The table lists five crystalline arrangements of mercury and hydrogen, each relaxed with a standard density functional. The energy over the elements compares a cell with solid mercury and hydrogen gas. The margin compares it with the lowest-energy mixture of all other computed phases, and a negative margin would mean a stable compound. Answer the questions in order; each uses the one before.

Mercury–hydrogen crystals, cell and atoms relaxed within the starting symmetry using Ansatz 0.2.0 (PBE without dispersion correction, scalar-relativistic, not spin-polarized, PAW, 420 eV plane-wave cutoff, 0.1 eV Gaussian smearing). Energies over the elements are uncorrected and refer to solid mercury and H2 gas; a negative margin means a stable phase.

```tsv
formula	found from	space group number	energy over the elements (eV/atom)	margin over the best mixture of the other phases (eV/atom)
Hg4H	swapped species	229	0.332	0.347
Hg2H	swapped species	225	0.568	0.581
Hg2H3	random sites	221	0.624	0.632
HgH	stacked layers	194	0.725	0.735
HgH5	swapped species	191	1.290	1.294
```

### Question 1. Which of these cells would survive if it could decompose freely?

*Model answer.* None of them. Every margin is positive, so for each cell some mixture of other phases has a lower energy. Even the best case, Hg4H, lies 0.35 eV per atom too high.

*Remark on the reasoning.* Hg4H comes first partly because four fifths of its atoms are mercury. An energy per atom spreads the cost of a few hydrogen atoms over many mercury atoms. A fair comparison needs the cost per hydrogen.

### Question 2. What does one hydrogen atom cost, and why is the cost positive?

*Model answer.* Divide the energy over the elements by the hydrogen fraction $x$, the share of hydrogen among all atoms. For HgH, $x = 1/2$, which gives $0.725/0.5 = 1.45$ eV per hydrogen. The five cells run from 1.0 to 1.7 eV, a much narrower spread than the fourfold range of the energies per atom.

The sign follows from a balance of bonds. A hydrogen atom entering the metal must first leave H2, which costs half a bond, roughly 2.2 eV. Mercury repays only part of this. Its outer s shell is full and tightly held, so electrons must be promoted before mercury can bond well, and that uses up much of the gain.

*Remark on the reasoning.* The cost per hydrogen is a net figure. It contains the new Hg–H bonds and also the price of pushing the mercury atoms into a new arrangement. The table fixes only the sum; the explanation through the full s shell is an argument from general chemistry and is not tested here.

### Question 3. Assume that each hydrogen costs the same in any cell. Predict Hg2H3 from the other four.

*Model answer.* If $n$ hydrogen atoms each cost $c$ and the energy is shared among all atoms, the energy per atom is

$$E = c\,x .$$

A least-squares fit of this single constant to Hg4H, Hg2H, HgH and HgH5 gives $c = 1.55$ eV. Hg2H3 has $x = 3/5$, so the prediction is $1.55 \times 0.6 = 0.93$ eV per atom. The calculation gives 0.62 eV.

The rule reproduces the four fitted cells with an rms miss of 0.04 eV per atom, 0.05 eV at worst, but puts Hg2H3 0.3 eV too high. This cell is therefore a real exception. It holds more hydrogen than HgH and still has the lower energy per atom.

*Remark on the reasoning.* Hg2H3 differs from the fitted cells in structure, but its low energy can be seen in the table beforehand, so this is a comparison and not a blind test. Each of its hydrogen atoms sits in a straight line between two mercury atoms, at a distance found in no other cell of the table. That site is still a gap, the squashed octahedral one of a body-centred cubic mercury lattice, but a far tighter one than in the other cells. The rule serves as a first guess for hydrogen that keeps its distance from mercury, and its failure shows where something else is at work.

### Question 4. Hg2H3 is unusually cheap. Does that make it a stable point between mercury and hydrogen?

*Model answer.* No, though it does undercut its neighbours. Let HgH decompose by

$$3\,\mathrm{HgH} \rightarrow \mathrm{Hg_2H_3} + \mathrm{Hg}.$$

Five of the six atoms end up in Hg2H3 and one in mercury, so the products have $5 \times 0.624/6 = 0.52$ eV per atom. That is 0.2 eV below HgH. The other three cells also lie above a mixture of Hg2H3 with whichever element is left over.

Hg2H3 itself, however, lies 0.62 eV per atom above the elements. The decomposition can go one step further and end in mercury and hydrogen gas.

*Remark on the reasoning.* Being the lowest among its neighbours differs from being stable. On a plot of energy against composition, a compound counts as stable only if it lies below every straight line joining other phases. Here the line between the two elements runs below all five cells. A new compound would change the margins in the table only if it dropped below that line.

### Question 5. Each margin is slightly larger than the energy over the elements. What does this reveal, and which digits does it put in doubt?

*Model answer.* The excess is greatest for Hg4H and smallest for HgH5, and it follows the mercury content. One assumption accounts for it in all five rows: the comparison includes a form of mercury about 0.02 eV per atom lower than the reference solid. For Hg4H, with a mercury fraction of 0.8, this gives an excess of about 0.015 eV, as found.

That small shift matters where two cells are close. Measured against the reference mercury, a hydrogen in Hg2H costs 0.04 eV more than one in Hg4H. Measured by the margin, the difference shrinks to 0.01 eV. The two costs per hydrogen should be treated as equal, and their order needs no explanation.

*Remark on the reasoning.* The functional used here has no dispersion forces and binds solid mercury too weakly, and the runs leave out spin-orbit coupling, which is expected to matter for an element this heavy, so the choice of the lowest form of mercury deserves little trust. Note also how errors grow on conversion. The makers of the data quote about 4 meV per atom for metals, a figure from their tests on other systems; the uncertainty of the present runs was not measured. An error of that size would become 20 meV per hydrogen in Hg4H, where five atoms share one hydrogen.

### Question 6. Could a better treatment of hydrogen gas, or freer relaxation, overturn the verdict of Question 1?

*Model answer.* A better treatment of the gas could not. The cell most easily rescued is Hg2H3, whose margin amounts to 1.05 eV per hydrogen. The energy of H2 would have to be wrong by twice that, 2.1 eV per molecule, or nearly half its bond. No reasonable correction is so large. Warmth works against the hydrides as well, because the released gas gains entropy.

Freer relaxation is a different matter. In all five cells symmetry holds every atom in place, so the forces vanish whether or not the arrangement is a true minimum. HgH5 is the most suspect. Its closest hydrogen atoms are 1.83 Å apart in the relaxed cell, against roughly 0.74 Å in H2, so it has paid for breaking every molecule. If the atoms were allowed to pair up, its energy would probably fall a long way, but this was not computed.

*Remark on the reasoning.* The verdict holds for these arrangements, which were invented for the calculation, and not for every arrangement of the same composition. The known molecular hydride HgH2 is not in the table, and other known phases may be missing from the comparison; adding a phase could only raise the margins or leave them as they are. The 1.29 eV per atom of HgH5 belongs to a cell that keeps its hydrogen atoms apart. It should not be read as the price of hydrogen-rich mercury in general.

### Question 7. Why is hydrogen cheapest in Hg2H3, and which calculation would settle it?

*Model answer.* Two explanations fit. The first is the bonding site. In Hg2H3 a hydrogen has two mercury neighbours at about 2.0 Å and four more at 2.85 Å, whereas in Hg4H it has eight at 2.67 Å. Few short bonds let the orbitals of hydrogen and mercury overlap strongly. This does not mean that mercury itself has few neighbours: half of the mercury atoms in Hg2H3 have six hydrogens at this distance, and the other half have none so close, only twelve at the longer distance. Across the table the cost tends to fall as the shortest contact shrinks, although HgH5 has a shorter contact than HgH and a higher cost.

The second explanation is composition. Mercury has two valence electrons and each hydrogen can take up one, so the count balances at two hydrogen atoms per mercury. Of the five cells, Hg2H3 comes closest to that ratio. The argument has a weak spot: all five cells, Hg2H3 included, come out as metals, so none reaches the closed count in which such a balance is expected to pay most.

*Remark on the reasoning.* Site and composition change together from row to row, so the table cannot choose between them. The deciding step is to change one and hold the other: compute Hg2H3 again with its hydrogen in roomy gaps with many mercury neighbours. If the cost per hydrogen climbs to about 1.5 eV, the site is responsible; if it stays near 1 eV, the electron count is. Until that is done, the cause of the one real exception in this table remains open.
